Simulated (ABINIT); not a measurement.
Crystal: MgO.

```
Mg O
1.0
     0.00000    2.09700    2.09700
     2.09700    0.00000    2.09700
     2.09700    2.09700    0.00000
Mg O
1 1
Direct
  0.00000 0.00000 0.00000
  0.50000 0.50000 0.50000
```

The cell is a database's computed one.

Base run:

* Program: ABINIT 10.8.3 (patched build)
* Functional: BLYP
* Potentials or basis: JTH PAW PBE v2.0
* Cutoff: 762 eV
* k mesh: 11 × 11 × 11
* Occupations: fermi-dirac, width 0.05 eV
* Spin: no spin polarisation

Its results: band gap on the k mesh 5.13 eV, direct; pressure 9.5 GPa.

Task: The run is repeated on the same cell with these changes: functional from BLYP to PW91. What comes out?

Result: Band gap on the k mesh 4.90 eV, direct; pressure 5.9 GPa.

PW91 binds more tightly than BLYP, so the same cell stands under less pressure.

Caveats: the PAW data sets were made with another functional, which shifts forces and pressure a little.
